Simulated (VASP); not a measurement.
# GaN (P6_3mc) in VASP: further runs

The runs below take GaN through band structure, phonons, elastic constants, with TPSS, LDA.

Program: VASP 6.6.1. These are calculated values, not measurements. Logs are shortened: lines on timing, memory, paths and dates and some standing lists are left out, and cuts for length are marked.

**What was measured.**

From “Studying electronic properties in GaN without electrical contacts using γ-γ vs e−-γ Perturbed Angular Correlations”, 2019, pmc:6823545, for a bulk crystal of GaN: band gap 3.503 ± 0.005 eV (direct).

How close the calculation comes is told below.

**1. The crystal as given**

The structure is hexagonal, space group P6_3mc (No. 186). Conventional cell: a = 3.180 Å, b = 3.180 Å, c = 5.166 Å, α = 90.00°, β = 90.00°, γ = 120.00°. Ga (site symmetry 3m) is surrounded by 4 N at 1.94 to 1.95 Å. N (site symmetry 3m) is surrounded by 4 Ga at 1.94 to 1.95 Å.

**2. Band structure, TPSS**

Input file INCAR:

```
SYSTEM = GaN
PREC = Accurate
ENCUT = 520
EDIFF = 1E-7
ISMEAR = -1
SIGMA = 0.05
LREAL = .False.
LASPH = .True.
NELM = 80
ALGO = Normal
ISIF = 2
LWAVE = .False.
LCHARG = .False.
METAGGA = TPSS
LMIXTAU = .True.
```

Input file KPOINTS:

```
regular mesh
0
Gamma
  10 10 5
  0 0 0
```

Input file POSCAR:

```
GaN
1.0
    3.1800000000      0.0000000000      0.0000000000
   -1.5900000000      2.7539607840      0.0000000000
    0.0000000000      0.0000000000      5.1660000000
Ga N
2 2
Direct
    0.6666666667      0.3333333333      0.5000000000
    0.3333333333      0.6666666667      0.0000000000
    0.6666666667      0.3333333333      0.8750000000
    0.3333333333      0.6666666667      0.3750000000
```

Input file KPOINTS_OPT:

```
path GMKGALHA,LM,KH
20
line-mode
reciprocal
 0.0000000000  0.0000000000  0.0000000000  G
 0.5000000000  0.0000000000  0.0000000000  M

 0.5000000000  0.0000000000  0.0000000000  M
 0.3333333333  0.3333333333  0.0000000000  K

 0.3333333333  0.3333333333  0.0000000000  K
 0.0000000000  0.0000000000  0.0000000000  G

 0.0000000000  0.0000000000  0.0000000000  G
 0.0000000000  0.0000000000  0.5000000000  A

 0.0000000000  0.0000000000  0.5000000000  A
 0.5000000000  0.0000000000  0.5000000000  L

 0.5000000000  0.0000000000  0.5000000000  L
 0.3333333333  0.3333333333  0.5000000000  H

 0.3333333333  0.3333333333  0.5000000000  H
 0.0000000000  0.0000000000  0.5000000000  A

 0.5000000000  0.0000000000  0.5000000000  L
 0.5000000000  0.0000000000  0.0000000000  M

 0.3333333333  0.3333333333  0.0000000000  K
 0.3333333333  0.3333333333  0.5000000000  H
```

Potentials or basis: VASP PAW PBE potentials, release 64 (Ga_d, N).

Started as:

```console
> cat potpaw_PBE.64/Ga_d/POTCAR potpaw_PBE.64/N/POTCAR > POTCAR
> mpirun -np 1 vasp_std > vasp.out
```

OUTCAR:

```text
SYSTEM = GaN
   PREC = Accurate
   ENCUT = 520
   EDIFF = 1E-7
   ISMEAR = -1
   LREAL = .False.
   LASPH = .True.
   NELM = 80
   ISIF = 2
   METAGGA = TPSS

 ion  position               nearest neighbor table
   1  0.667  0.333  0.500-   3 1.94   4 1.95   4 1.95   4 1.95
   2  0.333  0.667  0.000-   4 1.94   3 1.95   3 1.95   3 1.95
   3  0.667  0.333  0.875-   1 1.94   2 1.95   2 1.95   2 1.95
   4  0.333  0.667  0.375-   2 1.94   1 1.95   1 1.95   1 1.95

  LATTYP: Found a hexagonal cell.
 ALAT       =     3.1800000000
 C/A-ratio  =     1.6245283019

  Lattice vectors:

 A1 = (   3.1800000000,   0.0000000000,   0.0000000000)
 A2 = (  -1.5900000000,   2.7539607840,   0.0000000000)
 A3 = (   0.0000000000,   0.0000000000,   5.1660000000)

Analysis of symmetry for initial positions (statically):
=====================================================================
 Subroutine PRICEL returns:
 Original cell was already a primitive cell.

 Routine SETGRP: Setting up the symmetry group for a
 hexagonal supercell.

 Subroutine GETGRP returns: Found 12 space group operations
 (whereof  6 operations were pure point group operations)
 out of a pool of 24 trial point group operations.

The static configuration has the point symmetry C_3v.
 The point group associated with its full space group is C_6v.

Analysis of symmetry for dynamics (positions and initial velocities):
=====================================================================
 Subroutine PRICEL returns:
 Original cell was already a primitive cell.

 Routine SETGRP: Setting up the symmetry group for a
 hexagonal supercell.

 Subroutine GETGRP returns: Found 12 space group operations
 (whereof  6 operations were pure point group operations)
 out of a pool of 24 trial point group operations.

The dynamic configuration has the point symmetry C_3v.
 The point group associated with its full space group is C_6v.

 Subroutine INISYM returns: Found 12 space group operations
 (whereof  6 operations are pure point group operations),
 and found     1 'primitive' translations

----------------------------------------------------------------------------------------

                                     Primitive cell

  volume of cell :      45.2417

  direct lattice vectors                    reciprocal lattice vectors
     3.180000000  0.000000000  0.000000000     0.314465409  0.181556688  0.000000000
    -1.590000000  2.753960784  0.000000000     0.000000000  0.363113377  0.000000000
     0.000000000  0.000000000  5.166000000     0.000000000  0.000000000  0.193573364

  length of vectors
     3.180000000  3.180000000  5.166000000     0.363113377  0.363113377  0.193573364

  position of ions in fractional coordinates (direct lattice)
     0.666666667  0.333333333  0.500000000
     0.333333333  0.666666667  0.000000000
     0.666666667  0.333333333  0.875000000
     0.333333333  0.666666667  0.375000000

  ion indices of the primitive-cell ions
   primitive index   ion index
                 1           1
                 2           2
                 3           3
                 4           4

----------------------------------------------------------------------------------------

 KPOINTS: regular mesh

Automatic generation of k-mesh.
 Grid dimensions read from file:
 generate k-points for:   10   10    5

 Generating k-lattice:

  Cartesian coordinates                     Fractional coordinates (reciprocal lattice)
     0.031446541  0.018155669  0.000000000     0.100000000 -0.000000000  0.000000000
     0.000000000  0.036311338  0.000000000     0.000000000  0.100000000  0.000000000
     0.000000000  0.000000000  0.038714673     0.000000000  0.000000000  0.200000000

  Length of vectors
     0.036311338  0.036311338  0.038714673

  Shift w.r.t. Gamma in fractional coordinates (k-lattice)
     0.000000000  0.000000000  0.000000000

 Subroutine IBZKPT returns following result:
 ===========================================

 Found     42 irreducible k-points:

 Following reciprocal coordinates:
            Coordinates               Weight
  0.000000  0.000000  0.000000      1.000000
  0.100000  0.000000  0.000000      6.000000
  0.200000  0.000000  0.000000      6.000000
  0.300000  0.000000  0.000000      6.000000
  0.400000 -0.000000  0.000000      6.000000
  0.500000  0.000000  0.000000      3.000000
[... 34 lines left out ...]
  0.400000  0.200000  0.400000     12.000000
  0.300000  0.300000  0.400000     12.000000
   k-points           NKPTS =     42   k-points in BZ     NKDIM =     42   number of bands    NBANDS=     22
   number of dos      NEDOS =    301   number of ions     NIONS =      4
   total plane-waves  NPLWV =  23040
   dimension x,y,z NGX =    24 NGY =   24 NGZ =   40
   dimension x,y,z NGXF=    48 NGYF=   48 NGZF=   80
   ions per type =               2   2
   NGX,Y,Z   is equivalent  to a cutoff of  12.55, 12.55, 12.87 a.u.
   NGXF,Y,Z  is equivalent  to a cutoff of  25.09, 25.09, 25.74 a.u.
 SYSTEM =  GaN
   PREC   = accura    normal or accurate (medium, high low for compatibility)
   ISTART =      0    job   : 0-new  1-cont  2-samecut
   ICHARG =      2    charge: 1-file 2-atom 10-const
   ISPIN  =      1    spin polarized calculation?
   LNONCOLLINEAR =      F non collinear calculations
   LSORBIT =      F    spin-orbit coupling
   LASPH  =      T    aspherical Exc in radial PAW
   ENCUT  =  520.0 eV  38.22 Ry    6.18 a.u.   5.91  5.91  9.61*2*pi/ulx,y,z
   NELM   =     80;   NELMIN=  2; NELMDL= -5     # of ELM steps
   EDIFF  = 0.1E-06   stopping-criterion for ELM
   LREAL  =      F    real-space projection
   EDIFFG = 0.1E-05   stopping-criterion for IOM
   NSW    =      0    number of steps for IOM
   IBRION =     -1    ionic relax: 0-MD 1-quasi-New 2-CG
   NFREE  =      0    steps in history (QN), initial steepest desc. (CG)
   ISIF   =      2    stress and relaxation
   ISYM   =      2    0-nonsym 1-usesym 2-fastsym
   POTIM  = 0.5000    time-step for ionic-motion
   TEBEG  =    0.0;   TEEND  =   0.0 temperature during run
   PSTRESS=    0.0 pullay stress
   NELECT =      36.0000    total number of electrons
   NUPDOWN=      -1.0000    fix difference up-down
   EMIN   =  10.00;   EMAX   =-10.00  energy-range for DOS
   EFERMI =   0.00;   METHOD = LEGACY
   ISMEAR =    -1;   SIGMA  =   0.05  broadening in eV -4-tet -1-fermi 0-gaus
   EFERMI_NEDOS =   21; number of points for ismear=-14 and -15
   IALGO  =     38    algorithm
   IMIX   =      4    mixing-type and parameters
     AMIX     =   0.40;   BMIX     =  1.00
     AMIX_MAG =   1.60;   BMIX_MAG =  1.00
  volume/ion in A,a.u.               =      11.31        76.33
  Fermi-wavevector in a.u.,A,eV,Ry     =   1.517036  2.866782 31.312427  2.301398
  Thomas-Fermi vector in A             =   2.626345
   LORBIT       =      0    0 simple, 1 ext, 2 COOP (PROOUT), +10 PAW based schemes
   METAGGA = TPSS    functional components
   LHFCALC =     F    Hartree Fock is set to
   AEXX    =    0.0000 exact exchange contribution
   IVDW    =     0    specifies the selected vdW correction
   LEPSILON=     F    determine dielectric tensor
   LRPA    =     F    only Hartree local field effects (RPA)
 non-spin polarized calculation
  energy-cutoff  :      520.00
  volume of cell :       45.24
 maximum number of plane-waves:      1236
 NGX is ok and might be reduce to    24
   NGX = 11   NGY = 11   NGZ = 19

 number of electron      36.0000002 magnetization

 Free energy of the ion-electron system (eV)
  ---------------------------------------------------
  ext. energy  EPLUGINS =         0.00000000
  ---------------------------------------------------
  free energy    TOTEN  =       -44.02830756 eV

  energy without entropy =      -44.02830756  energy(sigma->0) =      -44.02830756

 E-fermi :   6.3374     XC(G=0): -12.2634

 val. band max:        5.3706497666   @ k =   0.0000   0.0000   0.0000
 cond. band min:       7.2776915286   @ k =   0.0000   0.0000   0.0000
 fundamental gap:      1.9070417620
 Fermi energy:         6.3374437466

 k-point     1 :       0.0000    0.0000    0.0000
  band No.  band energies     occupation
      1     -11.1003      2.00000
      2     -10.0442      2.00000
      3      -8.1196      2.00000
      4      -8.0982      2.00000
      5      -8.0982      2.00000
      6      -8.0299      2.00000
[... 14 lines left out ...]
     21      14.6789      0.00000
     22      15.5444      0.00000

 k-point     2 :       0.1000    0.0000    0.0000
  band No.  band energies     occupation
      1     -10.9993      2.00000
      2     -10.0154      2.00000
      3      -8.1073      2.00000
      4      -8.0837      2.00000
      5      -8.0713      2.00000
      6      -8.0185      2.00000
[... 14 lines left out ...]
     21      14.3774      0.00000
     22      14.8329      0.00000

 k-point     3 :       0.2000    0.0000    0.0000
  band No.  band energies     occupation
      1     -10.7318      2.00000
      2      -9.9488      2.00000
      3      -8.0737      2.00000
      4      -8.0516      2.00000
      5      -8.0021      2.00000
      6      -7.9568      2.00000
[... 14 lines left out ...]
     21      13.2905      0.00000
     22      14.2222      0.00000

 k-point     4 :       0.3000    0.0000    0.0000
  band No.  band energies     occupation
      1     -10.4056      2.00000
      2      -9.8852      2.00000
      3      -8.0479      2.00000
      4      -8.0277      2.00000
      5      -7.9527      2.00000
      6      -7.8924      2.00000
[... 14 lines left out ...]
     21      12.4004      0.00000
     22      13.9884      0.00000

 k-point     5 :       0.4000   -0.0000    0.0000
  band No.  band energies     occupation
      1     -10.1592      2.00000
      2      -9.8509      2.00000
      3      -8.0431      2.00000
      4      -8.0210      2.00000
      5      -7.9294      2.00000
      6      -7.8693      2.00000
[... 14 lines left out ...]
     21      11.6807      0.00000
     22      14.1034      0.00000

 k-point     6 :       0.5000    0.0000    0.0000
  band No.  band energies     occupation
      1     -10.0713      2.00000
      2      -9.8435      2.00000
      3      -8.0457      2.00000
      4      -8.0208      2.00000
      5      -7.9216      2.00000
      6      -7.8723      2.00000
[... 14 lines left out ...]
     21      11.4520      0.00000
     22      14.2202      0.00000

 k-point     7 :       0.1000    0.1000    0.0000
  band No.  band energies     occupation
      1     -10.8148      2.00000
      2      -9.9680      2.00000
      3      -8.0809      2.00000
      4      -8.0628      2.00000
      5      -8.0183      2.00000
      6      -7.9990      2.00000
[... 724 lines left out ...]
      6      -7.9702      2.00000
[... 14 lines left out ...]
     21      12.9056      0.00000
     22      13.4559      0.00000

 k-point    37 :       0.3000    0.1000    0.4000
  band No.  band energies     occupation
      1     -10.0436      2.00000
      2      -9.9276      2.00000
      3      -8.0362      2.00000
      4      -8.0067      2.00000
      5      -7.9695      2.00000
      6      -7.9205      2.00000
[... 14 lines left out ...]
     21      13.1237      0.00000
     22      13.7811      0.00000

 k-point    38 :       0.4000    0.1000    0.4000
  band No.  band energies     occupation
      1      -9.9429      2.00000
      2      -9.8736      2.00000
      3      -8.0445      2.00000
      4      -8.0112      2.00000
      5      -7.9606      2.00000
      6      -7.8952      2.00000
[... 14 lines left out ...]
     21      13.2720      0.00000
     22      13.7910      0.00000

 k-point    39 :       0.2000    0.2000    0.4000
  band No.  band energies     occupation
      1     -10.0614      2.00000
      2      -9.9379      2.00000
      3      -8.0125      2.00000
      4      -8.0008      2.00000
      5      -7.9693      2.00000
      6      -7.9470      2.00000
[... 14 lines left out ...]
     21      13.4183      0.00000
     22      13.4219      0.00000

 k-point    40 :       0.3000    0.2000    0.4000
  band No.  band energies     occupation
      1      -9.9401      2.00000
      2      -9.8739      2.00000
      3      -8.0100      2.00000
      4      -7.9952      2.00000
      5      -7.9651      2.00000
      6      -7.9140      2.00000
[... 14 lines left out ...]
     21      13.3015      0.00000
     22      13.8778      0.00000

 [... further k-points ...]

------------------------ aborting loop because EDIFF is reached ----------------------------------------

  FORCE on cell =-STRESS in cart. coord.  units (eV):
  Direction    XX          YY          ZZ          XY          YZ          ZX
  --------------------------------------------------------------------------------------
  -------------------------------------------------------------------------------------
  Total        1.2630504      1.2630504      1.8339912      0.0000000     -0.0000000      0.0000000
  in kB       44.7292879     44.7292879     64.9484162      0.0000000     -0.0000000      0.0000000
  external PRESSURE =      51.4689973 kB  Pullay stress =       0.0000000 kB

 VOLUME and BASIS-vectors are now :
 -----------------------------------------------------------------------------
  energy-cutoff  :      520.00
  volume of cell :       45.24
      direct lattice vectors                 reciprocal lattice vectors
     3.180000000  0.000000000  0.000000000     0.314465409  0.181556688  0.000000000
    -1.590000000  2.753960784  0.000000000     0.000000000  0.363113377  0.000000000
     0.000000000  0.000000000  5.166000000     0.000000000  0.000000000  0.193573364

 POSITION                                       TOTAL-FORCE (eV/Angst)
 -----------------------------------------------------------------------------------
      1.59000      0.91799      2.58300         0.000000     -0.000000     -0.148294
     -0.00000      1.83597      0.00000        -0.000000      0.000000     -0.148294
      1.59000      0.91799      4.52025        -0.000000      0.000000      0.148294
     -0.00000      1.83597      1.93725        -0.000000      0.000000      0.148294
 -----------------------------------------------------------------------------------
    total drift:                                0.000000      0.000001     -0.037223

  FREE ENERGIE OF THE ION-ELECTRON SYSTEM (eV)
  ---------------------------------------------------
  free  energy   TOTEN  =       -44.0283075558 eV

  energy  without entropy=      -44.0283075557  energy(sigma->0) =      -44.02830756
```

Run time: 4.4 min. Hardware: 1 thread of Intel Xeon Platinum 8559C (Emerald Rapids), shared host; peak memory 0.2 GiB.

What came out:

| Property | Result |
| --- | --- |
| Free energy | -44.0283 eV |
| Pressure | 5.1 GPa |
| Largest force | 0.148 eV/Å |
| Band gap on the k mesh | 1.91 eV, direct |
| Band gap along the path | 1.91 eV, direct |

Forces in eV/Å, atoms in the order of the input:
```
Ga   0.000  0.000 -0.148
Ga   0.000  0.000 -0.148
N    0.000  0.000  0.148
N    0.000  0.000  0.148
```

Levels at the corners of the path, in eV from the valence-band top:
| point | band 16 | band 17 | band 18 | band 19 | band 20 | band 21 |
| --- | --- | --- | --- | --- | --- | --- |
| Γ | -0.06 | 0.00 | 0.00 | 1.91 | 4.39 | 9.31 |
| M | -2.81 | -2.30 | -0.99 | 5.09 | 5.69 | 6.08 |
| M | -2.81 | -2.30 | -0.99 | 5.09 | 5.69 | 6.08 |
| K | -3.08 | -3.08 | -2.75 | 5.05 | 8.09 | 8.09 |
| K | -3.08 | -3.08 | -2.75 | 5.05 | 8.09 | 8.09 |
| Γ | -0.06 | 0.00 | 0.00 | 1.91 | 4.39 | 9.31 |
| Γ | -0.06 | 0.00 | 0.00 | 1.91 | 4.39 | 9.31 |
| A | -0.55 | -0.55 | -0.55 | 4.34 | 4.34 | 8.65 |
| A | -0.55 | -0.55 | -0.55 | 4.34 | 4.34 | 8.65 |
| L | -1.98 | -1.95 | -1.95 | 4.42 | 4.42 | 8.02 |
| L | -1.98 | -1.95 | -1.95 | 4.42 | 4.42 | 8.02 |
| H | -4.30 | -1.52 | -1.52 | 6.61 | 6.61 | 7.31 |
| H | -4.30 | -1.52 | -1.52 | 6.61 | 6.61 | 7.31 |
| A | -0.55 | -0.55 | -0.55 | 4.34 | 4.34 | 8.65 |
| L | -1.98 | -1.95 | -1.95 | 4.42 | 4.42 | 8.02 |
| M | -2.81 | -2.30 | -0.99 | 5.09 | 5.69 | 6.08 |
| K | -3.08 | -3.08 | -2.75 | 5.05 | 8.09 | 8.09 |
| H | -4.30 | -1.52 | -1.52 | 6.61 | 6.61 | 7.31 |

Caveat: the PAW data sets were made with another functional, which shifts forces and pressure a little.

[end of part 1 of 2]
